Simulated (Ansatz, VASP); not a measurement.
One calculation of MoS2, two programs

```
Mo S
1.0
     3.14064    0.00000    0.00000
    -1.57032    2.71987    0.00000
     0.00000    0.00000   12.52266
Mo S
2 4
Direct
  0.33333 0.66667 0.25000
  0.66667 0.33333 0.75000
  0.33333 0.66667 0.62545
  0.66667 0.33333 0.12545
  0.33333 0.66667 0.87455
  0.66667 0.33333 0.37455
```

Alike in both runs: functional PBEsol; k mesh 6 × 6 × 2; occupations gaussian, width 0.1 eV; no spin polarisation.

Ansatz relaxed the structure, and its values are those at the end. VASP's run is a single point on that final structure, the one shown.

```csv
,VASP,Ansatz
version,VASP 6.6.1,Ansatz 0.2.0
potentials or method,"VASP PAW PBE potentials, release 64 (Mo_sv, S)","scalar-relativistic, plane waves, PAW"
plane-wave cutoff (eV),520,420
valence electrons in the cell,52,52
```

Ansatz gave:

| Quantity | Value |
| --- | --- |
| gap on the k mesh at the Fermi level (eV) | 0.96 |
| least direct gap on the mesh (eV) | 1.74 |
| pressure (GPa) | 0.0 |

Q: Estimate VASP's values.

A: gap on the k mesh at the Fermi level (eV): 0.97; least direct gap on the mesh (eV): 1.74; pressure (GPa): 0.0.

Caveats: the PAW data sets were made with another functional, which shifts forces and pressure a little (VASP); this functional lacks dispersion, which binds the layers, so the pressure and a relaxed spacing across them are unreliable. A k mesh can miss the band edges.
